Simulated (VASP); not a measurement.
Write the native input for VASP 6.6.1 that does the following.

```
Task                   : single point
Functional             : r2SCAN
Potentials or basis    : VASP PAW PBE potentials, release 64 (W_sv)
Cutoff                 : 520 eV
k mesh                 : 20 × 20 × 20
Occupations            : gaussian, width 0.15 eV
Spin                   : no spin polarisation
Dipole correction      : no
Further INCAR settings : ALGO = Normal; EDIFF = 1e-06; NBANDS = 13
```

The system is W.

```
W
1.0
     0.00000    2.03000    2.03000
     2.03000    0.00000    2.03000
     2.03000    2.03000    0.00000
W
1
Direct
  0.00000 0.00000 0.00000
```

This isn't the form of W at room conditions, which is bcc.

The input as run:

POSCAR

```
W
1.0
    0.0000000000      2.0300000000      2.0300000000
    2.0300000000      0.0000000000      2.0300000000
    2.0300000000      2.0300000000      0.0000000000
W
1
Direct
    0.0000000000      0.0000000000      0.0000000000
```

INCAR.step1

```
SYSTEM = W
PREC = Accurate
ENCUT = 520
ISMEAR = 0
SIGMA = 0.15
LREAL = .False.
LASPH = .True.
NELM = 100
NBANDS = 13
GGA = PE
ALGO = Normal
EDIFF = 1E-4
LWAVE = .True.
LCHARG = .False.
```

INCAR.step2

```
SYSTEM = W
PREC = Accurate
ENCUT = 520
EDIFF = 1E-6
ISMEAR = 0
SIGMA = 0.15
LREAL = .False.
LASPH = .True.
NELM = 100
ALGO = Normal
ISIF = 2
LWAVE = .False.
LCHARG = .False.
METAGGA = R2SCAN
LMIXTAU = .True.
NBANDS = 13
ISTART = 1
```

KPOINTS

```
Automatic mesh
0
Gamma
  20 20 20
  0 0 0
```

Potentials or basis: VASP PAW PBE potentials, release 64 (W_sv).

Command:

```console
$ cat potpaw_PBE.64/W_sv/POTCAR > POTCAR
$ cp INCAR.step1 INCAR
$ mpirun -np 1 vasp_std > vasp.out
$ cp INCAR.step2 INCAR
$ mpirun -np 1 vasp_std > vasp.out
```

It gave:

- Pressure: -7.9 GPa
- Band gap on the k mesh: none (metal or under the smearing width)

Caveat: the PAW data sets were made with another functional, which shifts forces and pressure a little.

Run time: 60 s on 1 thread of Intel(R) Xeon(R) 6975P-C (Granite Rapids), on a shared host, peak memory 0.19 GiB.
